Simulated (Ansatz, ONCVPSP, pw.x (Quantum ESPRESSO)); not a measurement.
**B (Z = 5): does the ONCV potential hold in the solid?**

ONCVPSP 4.0.1.1 (patched build) input, shortened (lines: element, Z, core and valence counts, functional; n l f; lmax; l rc ep ncon nbas qcut; lloc lpopt rc5 dvloc0; l nproj debl; icmod fcfact rcfact), PBE, scalar-relativistic:

```
  B 5.00    1    2        4      upf
    1    0    2.00
    2    0    2.00
    2    1    1.00
    2
    0    1.15    0.00    4    7    4.60
    1    2.50    0.00    4    8    6.10
    2    2.05    0.33    4    7    4.10
    4    5    0.95    4.00
    0    2    2.80
    1    1    0.80
    2    2    0.30
    0    0.00    0.00
```

Crystal test: bcc B in pw.x 7.5, no spin, 18³ k-points, Fermi–Dirac smearing 0.01 Ry, cutoffs 75/300 Ry. The reference is all-electron LAPW (Ansatz 0.2.0) with the same functional, mesh and smearing; V0 and B0 come from Birch–Murnaghan fits to the pressures at five volumes. Errors are pseudo minus all-electron; Δ is the rms difference of the E(V) curves that follow from these fits, minima aligned, over ±6 % about the mean V0. Mesh and smearing are coarse, so the numbers serve the comparison and aren't converged zero-temperature values; the lattice is a test structure that the element need not adopt.

All-electron: a0 = 2.308 Å (V0 = 6.15 Å³/atom), B0 = 225.7 GPa.

How far does the potential miss the all-electron equation of state?

mean pressure error (GPa): -3.80; a0 (Å): 2.295; a0 error (%): -0.59; B0 error (%): +0.1; Δ (meV/atom): 5.4. The largest radius (2.50 bohr) exceeds half the bond length (1.89 bohr), so the spheres overlap, which is one possible source of error among others. This is a poor potential for the solid.

```tsv
V (Å³/atom)	P all-electron (GPa)	P pseudo (GPa)
5.869	11.78	7.03
6.024	4.93	0.73
6.178	-1.02	-4.76
6.332	-6.17	-9.50
6.487	-10.61	-13.57
```

At the middle volume, how do free energy and pressure move when the wave cutoff is lowered (ecutrho kept at four times it)?

| cutoff (Ry) | shift of F (meV/atom) | shift of P (GPa) |
| --- | --- | --- |
| 34 | +12.2 | -0.08 |
| 45 | +8.8 | -0.41 |
| 60 | +2.2 | -0.18 |

Input at the middle volume:

```
&control
  calculation='scf', prefix='x', pseudo_dir='./', outdir='./tmp', tstress=.true., disk_io='none'
/
&system
  ibrav=0, nat=1, ntyp=1, ecutwfc=75, ecutrho=300, nbnd=8,
  occupations='smearing', smearing='fd', degauss=0.01
/
&electrons
  conv_thr=1e-09, mixing_beta=0.4, electron_maxstep=70
/
ATOMIC_SPECIES
B 1.0 B.UPF
CELL_PARAMETERS angstrom
  -1.15592406 1.15592406 1.15592406
  1.15592406 -1.15592406 1.15592406
  1.15592406 1.15592406 -1.15592406
ATOMIC_POSITIONS crystal
B 0.0000 0.0000 0.0000
K_POINTS automatic
18 18 18 0 0 0
```

```bash
pw.x < B.scf.in > B.scf.out
```

Lines of the output:

```
Message from routine setup:
     using ibrav=0 with symmetry is DISCOURAGED, use correct ibrav instead
     lattice parameter (alat)  =       3.7835  a.u.
     unit-cell volume          =      41.6912 (a.u.)^3
     number of electrons       =         3.00
     number of Kohn-Sham states=            8
     kinetic-energy cutoff     =      75.0000  Ry
     charge density cutoff     =     300.0000  Ry
     scf convergence threshold =      1.0E-09
     Exchange-correlation= PBE
     number of k points=   195  Fermi-Dirac smearing, width (Ry)=  0.0100
     iteration #  1     ecut=    75.00 Ry     beta= 0.40
     total energy              =      -5.53918130 Ry
     estimated scf accuracy    <       0.00045413 Ry
     iteration #  2     ecut=    75.00 Ry     beta= 0.40
     total energy              =      -5.53944048 Ry
     estimated scf accuracy    <       0.00015698 Ry
     iteration #  3     ecut=    75.00 Ry     beta= 0.40
     total energy              =      -5.53945202 Ry
     estimated scf accuracy    <       0.00000037 Ry
     iteration #  4     ecut=    75.00 Ry     beta= 0.40
     total energy              =      -5.53945216 Ry
     estimated scf accuracy    <       0.00000003 Ry
     iteration #  5     ecut=    75.00 Ry     beta= 0.40
     the Fermi energy is    13.5836 ev
!    total energy              =      -5.53945216 Ry
     estimated scf accuracy    <          2.8E-10 Ry
     smearing contrib. (-TS)   =      -0.00104528 Ry
     The total energy is F=E-TS. E is the sum of the following terms:
     one-electron contribution =       4.11020321 Ry
     hartree contribution      =       0.01458630 Ry
     xc contribution           =      -2.16607990 Ry
     ewald contribution        =      -7.49711649 Ry
     convergence has been achieved in   5 iterations
          total   stress  (Ry/bohr**3)                   (kbar)     P=      -47.61
     Message from routine punch:
     Nothing written, as per user request (disk_io='none')
```

The run at the middle volume (195 k-points, 5 iterations) took about 13 s on one core of a shared host (Neoverse-N1, 64 threads, 124 GiB, load 53).
